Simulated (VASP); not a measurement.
# Si (Fd-3m) in VASP: Born charges and dielectric tensor with PBE

Aim: the Born charges and dielectric tensor of Si with PBE.

Program: VASP 6.6.1. These are calculated values, not measurements. Logs are shortened: lines on timing, memory, paths and dates and some standing lists are left out, and cuts for length are marked.

### Step 1. The crystal as given

Symmetry: Fd-3m, No. 227, cubic system. Conventional cell: a = 5.468 Å, b = 5.468 Å, c = 5.468 Å, α = 90.00°, β = 90.00°, γ = 90.00°. Si (site symmetry -43m) has 4 Si at 2.37 Å as nearest neighbours.

### Step 2. Born charges and dielectric tensor, PBE

The input, INCAR:

```
SYSTEM = Si
PREC     = Accurate       ! precision mode
ENCUT    = 520            ! plane-wave cutoff, eV
EDIFF    = 1E-8           ! SCF threshold, eV
ISMEAR   = 0              ! smearing method
SIGMA    = 0.02           ! smearing width, eV
LREAL    = .FALSE.        ! projectors in reciprocal space
LASPH    = .TRUE.         ! aspherical terms in the spheres
NELM     = 80             ! most SCF steps
ALGO     = Normal         ! electronic algorithm
ISIF     = 2              ! what is computed and relaxed
LWAVE    = .FALSE.        ! write WAVECAR
LCHARG   = .FALSE.        ! write CHGCAR
GGA      = PE             ! functional
LEPSILON = .TRUE.         ! dielectric tensor by DFPT
IBRION   = 8              ! ionic algorithm
NSW      = 1              ! ionic steps
```

The input, KPOINTS:

```
Automatic mesh
0
G
  10 10 10
  0 0 0
```

The input, POSCAR:

```
Si                                      
1.0
    0.0000000000      2.7342410790      2.7342410790
    2.7342410790      0.0000000000      2.7342410790
    2.7342410790      2.7342410790      0.0000000000
  Si            
     2
Direct
     0.7500000000000000    0.7500000000000000    0.7500000000000000
     0.5000000000000000    0.5000000000000000    0.5000000000000000
```

Potentials or basis: VASP PAW PBE potentials, release 64 (Si).

Command:

```sh
$ cat potpaw_PBE.64/Si/POTCAR > POTCAR
$ mpirun -np 1 vasp_std > vasp.out
```

OUTCAR:

```text
SYSTEM = Si
   PREC = Accurate
   ENCUT = 520
   EDIFF = 1E-8
   ISMEAR = 0
   LREAL = .FALSE.
   LASPH = .TRUE.
   NELM = 80
   ISIF = 2
   GGA = PE
   LEPSILON = .TRUE.
   IBRION = 8
   NSW = 1

 ion  position               nearest neighbor table
   1  0.750  0.750  0.750-   2 2.37   2 2.37   2 2.37   2 2.37
   2  0.500  0.500  0.500-   1 2.37   1 2.37   1 2.37   1 2.37

  LATTYP: Found a face centered cubic cell.
 ALAT       =     5.4684821580

  Lattice vectors:

 A1 = (   0.0000000000,   2.7342410790,   2.7342410790)
 A2 = (   2.7342410790,   0.0000000000,   2.7342410790)
 A3 = (   2.7342410790,   2.7342410790,   0.0000000000)

Analysis of symmetry for initial positions (statically):
=====================================================================
 Subroutine PRICEL returns:
 Original cell was already a primitive cell.

 Routine SETGRP: Setting up the symmetry group for a
 face centered cubic supercell.

 Subroutine GETGRP returns: Found 48 space group operations
 (whereof 24 operations were pure point group operations)
 out of a pool of 48 trial point group operations.

The static configuration has the point symmetry T_d .
 The point group associated with its full space group is O_h .

Analysis of symmetry for dynamics (positions and initial velocities):
=====================================================================
 Subroutine PRICEL returns:
 Original cell was already a primitive cell.

 Routine SETGRP: Setting up the symmetry group for a
 face centered cubic supercell.

 Subroutine GETGRP returns: Found 48 space group operations
 (whereof 24 operations were pure point group operations)
 out of a pool of 48 trial point group operations.

The dynamic configuration has the point symmetry T_d .
 The point group associated with its full space group is O_h .

 Subroutine INISYM returns: Found 48 space group operations
 (whereof 24 operations are pure point group operations),
 and found     1 'primitive' translations

----------------------------------------------------------------------------------------

                                     Primitive cell

  volume of cell :      40.8828

  direct lattice vectors                    reciprocal lattice vectors
     0.000000000  2.734241079  2.734241079    -0.182866099  0.182866099  0.182866099
     2.734241079  0.000000000  2.734241079     0.182866099 -0.182866099  0.182866099
     2.734241079  2.734241079  0.000000000     0.182866099  0.182866099 -0.182866099

  length of vectors
     3.866800817  3.866800817  3.866800817     0.316733375  0.316733375  0.316733375

  position of ions in fractional coordinates (direct lattice)
     0.750000000  0.750000000  0.750000000
     0.500000000  0.500000000  0.500000000

  ion indices of the primitive-cell ions
   primitive index   ion index
                 1           1
                 2           2

----------------------------------------------------------------------------------------

 KPOINTS: Automatic mesh

Automatic generation of k-mesh.
 Grid dimensions read from file:
 generate k-points for:   10   10   10

 Generating k-lattice:

[... 416 lines left out ...]
  ---------------------------------------------------
  free energy    TOTEN  =        -1.50391982 eV

  energy without entropy =       -1.50391982

------------------------ aborting loop because EDIFF is reached ----------------------------------------

--------------------------------------- Ionic step        2  -------------------------------------------

------------------------ aborting loop because EDIFF is reached ----------------------------------------

--------------------------------------- Ionic step        3  -------------------------------------------

------------------------ aborting loop because EDIFF is reached ----------------------------------------

 PIEZOELECTRIC TENSOR FIELD DIRECTION 3  (e Angst)
 -----------------------------------------------------------------------------
     0.00149  0.00000  0.00000           (  0.00000  0.00000  0.00000)
     0.00000  0.00149  0.00000           (  0.00000  0.00000  0.00000)
     0.00000  0.00000 -0.00738           (  0.00000  0.00000  0.00000)

 PIEZOELECTRIC TENSOR FIELD DIRECTION 3  (C/m^2)
 -----------------------------------------------------------------------------
     0.00059  0.00000  0.00000
     0.00000  0.00059  0.00000
     0.00000  0.00000 -0.00289

--------------------------------------- Ionic step        4  -------------------------------------------

 Free energy of the ion-electron system (eV)
  ---------------------------------------------------
  ---------------------------------------------------
  free energy    TOTEN  =        -0.01736215 eV

  energy without entropy =       -0.01736215

------------------------ aborting loop because EDIFF is reached ----------------------------------------

 INTERNAL STRAIN TENSOR  FOR ION    1  DIRECTION 1   (eV/Angst):
 -----------------------------------------------------------------------------
     0.00419  0.00000  0.00000
     0.00000 -0.00120 -8.74772
     0.00000 -8.74772 -0.00120

 MACROSCOPIC STATIC DIELECTRIC TENSOR (including local field effects in DFT)
 ------------------------------------------------------
          13.380951    -0.000000     0.000000
           0.000000    13.380951     0.000000
           0.000000     0.000000    13.380951
 ------------------------------------------------------

 PIEZOELECTRIC TENSOR (including local field effects)  for field in x, y, z        (e  Angst)
          XX          YY          ZZ          XY          YZ          ZX
  --------------------------------------------------------------------------------
  x     0.00000     0.00000     0.00000     0.00000    -0.00000     0.00000
  y    -0.00000     0.00000    -0.00000     0.00000    -0.00000     0.00000
  z     0.00000     0.00000     0.00000     0.00000     0.00000     0.00000

 PIEZOELECTRIC TENSOR (including local field effects)  for field in x, y, z        (C/m^2)
          XX          YY          ZZ          XY          YZ          ZX
  --------------------------------------------------------------------------------
  x     0.00000     0.00000     0.00000     0.00000    -0.00000     0.00000
  y    -0.00000     0.00000    -0.00000     0.00000    -0.00000     0.00000
  z     0.00000     0.00000     0.00000     0.00000     0.00000     0.00000

 BORN EFFECTIVE CHARGES (including local field effects) (in |e|, cummulative output)
 ---------------------------------------------------------------------------------
 ion    1
    1     0.00000     0.00000    -0.00000
    2    -0.00000     0.00000     0.00000
    3    -0.00000    -0.00000     0.00000
 ion    2
    1    -0.00000    -0.00000     0.00000
    2     0.00000    -0.00000    -0.00000
    3     0.00000     0.00000    -0.00000

 INTERNAL STRAIN TENSOR FOR ION    2 for displacements in x,y,z  (eV/Angst):
          X           Y           Z          XY          YZ          ZX
  --------------------------------------------------------------------------------
  x    -0.00000     0.00000     0.00000     0.00000     8.74772     0.00000
  y    -0.00000    -0.00000    -0.00000     0.00000     0.00000     8.74772
  z     0.00000     0.00000    -0.00000     8.74772     0.00000     0.00000

 SECOND DERIVATIVES (NOT SYMMETRIZED)
 ------------------------------------
               1X          1Y          1Z          2X          2Y          2Z
  1X   -13.052634    0.000000    0.000000   13.052634    0.000000    0.000000
  1Y     0.000000  -13.052634    0.000000    0.000000   13.052634    0.000000
  1Z     0.000000    0.000000  -13.052634    0.000000    0.000000   13.052634
  2X    13.052634    0.000000    0.000000  -13.052634    0.000000    0.000000
  2Y     0.000000   13.052634    0.000000    0.000000  -13.052634    0.000000
  2Z     0.000000    0.000000   13.052634    0.000000    0.000000  -13.052634

 Eigenvectors and eigenvalues of the dynamical matrix
 ----------------------------------------------------

   1 f  =   15.072233 THz    94.701632 2PiTHz  502.755570 cm-1    62.333718 meV
             X         Y         Z           dx          dy          dz
      4.101362  4.101362  4.101362     0.707107    0.000000    0.000000
      2.734241  2.734241  2.734241    -0.707107    0.000000    0.000000
[... 16 lines left out ...]
   5 f  =    0.000000 THz     0.000000 2PiTHz    0.000000 cm-1     0.000000 meV
             X         Y         Z           dx          dy          dz
      4.101362  4.101362  4.101362     0.707107    0.000000    0.000000
      2.734241  2.734241  2.734241     0.707107    0.000000    0.000000

   6 f/i=    0.000000 THz     0.000001 2PiTHz    0.000007 cm-1     0.000001 meV
             X         Y         Z           dx          dy          dz
      4.101362  4.101362  4.101362     0.000000    0.204908    0.676766
      2.734241  2.734241  2.734241     0.000000    0.204908    0.676766

--------------------------------------------------------------------------------------------------------

 MACROSCOPIC STATIC DIELECTRIC TENSOR IONIC CONTRIBUTION
 ------------------------------------------------------
           0.000000     0.000000    -0.000000
           0.000000     0.000000    -0.000000
          -0.000000    -0.000000     0.000000
 ------------------------------------------------------

 ELASTIC MODULI CONTR FROM IONIC RELAXATION (kBar)
 Direction    XX          YY          ZZ          XY          YZ          ZX
 --------------------------------------------------------------------------------
 XX          -0.0000      0.0000      0.0000     -0.0000      0.0000      0.0000
 YY           0.0000     -0.0000     -0.0000     -0.0000     -0.0000      0.0000
 ZZ           0.0000     -0.0000     -0.0000      0.0000     -0.0000      0.0000
 XY          -0.0000     -0.0000      0.0000   -229.7535      0.0000      0.0000
 YZ           0.0000     -0.0000     -0.0000      0.0000   -229.7535      0.0000
 ZX           0.0000      0.0000      0.0000      0.0000      0.0000   -229.7535
 --------------------------------------------------------------------------------

 PIEZOELECTRIC TENSOR IONIC CONTR  for field in x, y, z        (C/m^2)
          XX          YY          ZZ          XY          YZ          ZX
  --------------------------------------------------------------------------------
  x     0.00000    -0.00000    -0.00000     0.00000    -0.00000    -0.00000
  y     0.00000     0.00000     0.00000    -0.00000     0.00000    -0.00000
  z    -0.00000    -0.00000     0.00000    -0.00000     0.00000     0.00000
```

Run time: 4.2 min. Hardware: 1 thread of AMD EPYC 7R13 (Zen 3), shared host; peak memory 0.24 GiB.

Results:

```yaml
Band_gap_on_the_k_mesh: 0.62 eV, indirect (least direct gap 2.56 eV)
Electronic_dielectric_tensor_diagonal: 13.38
Born_charges_mean_of_the_diagonal: Si +0.00 e
Highest_phonon_frequency_at_Γ: 503 cm⁻¹
```

Phonon frequencies in cm⁻¹ (negative: imaginary):
```tsv
q point	frequencies
(0.000, 0.000, 0.000)	0 0 0 503 503 503
```

Electronic dielectric tensor:
```
13.38  0.00  0.00
 0.00 13.38  0.00
 0.00  0.00 13.38
```

Born effective charge tensors (e):
atom 1, Si
```
0.00 0.00 0.00
0.00 0.00 0.00
0.00 0.00 0.00
```
atom 2, Si
```
0.00 0.00 0.00
0.00 0.00 0.00
0.00 0.00 0.00
```

Caveat: the gap is small at this level, which inflates the dielectric constant. A k mesh can miss the band edges.
